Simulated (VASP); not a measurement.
Wanted: the native input for a VASP 6.6.1 run.

```
Task                   : relaxation of cell and atoms
Functional             : r2SCAN
Potentials or basis    : VASP PAW PBE potentials, release 64 (Cu, I)
Cutoff                 : 600 eV
k mesh                 : 8 × 8 × 8
Occupations            : gaussian, width 0.03 eV
Spin                   : no spin polarisation
Further INCAR settings : ALGO = Normal; EDIFF = 1e-06; IBRION = 2; EDIFFG = -0.01; NSW = 90; ISIF = 3
```

The structure of CuI (Marshite) lies in POSCAR:

```
CuI
1.0
    0.0000000000      3.0315000000      3.0315000000
    3.0315000000      0.0000000000      3.0315000000
    3.0315000000      3.0315000000      0.0000000000
Cu I
1 1
Direct
    0.2500000000      0.2500000000      0.2500000000
    0.0000000000      0.0000000000      0.0000000000
```

These files were run (other wordings do the same):

INCAR

```
SYSTEM = CuI
PREC = Accurate
ENCUT = 600
EDIFF = 1E-6
ISMEAR = 0
SIGMA = 0.03
LREAL = .False.
LASPH = .True.
NELM = 80
ALGO = Normal
ISIF = 3
LWAVE = .False.
LCHARG = .False.
METAGGA = R2SCAN
LMIXTAU = .True.
IBRION = 2
NSW = 90
EDIFFG = -0.01
```

KPOINTS

```
Automatic mesh
0
Gamma
  8 8 8
  0 0 0
```

Potentials or basis: VASP PAW PBE potentials, release 64 (Cu, I).

Run with:

```bash
$ cat potpaw_PBE.64/Cu/POTCAR potpaw_PBE.64/I/POTCAR > POTCAR
$ mpirun -np 1 vasp_std > vasp.out
```

Results of the run:

- Relaxed volume: 27.28 Å³/atom
- Relaxed cell: a = 4.257 Å, b = 4.257 Å, c = 4.257 Å, α = 60.00°, β = 60.00°, γ = 60.00°
- Space group after relaxing (to 0.05 Å): F-43m (No. 216)
- Energy gained by relaxing: 1.5 meV/atom
- Ionic steps: 2
- Pressure after relaxing: 0.0 GPa
- Band gap on the k mesh: 1.68 eV, direct

Caveat: the PAW data sets were made with another functional, which shifts forces and pressure a little; spin-orbit coupling is left out, which moves the levels of the heavy elements.

Run time: 82 s on 1 thread of Intel(R) Xeon(R) 6975P-C (Granite Rapids), on a shared host, peak memory 0.24 GiB.
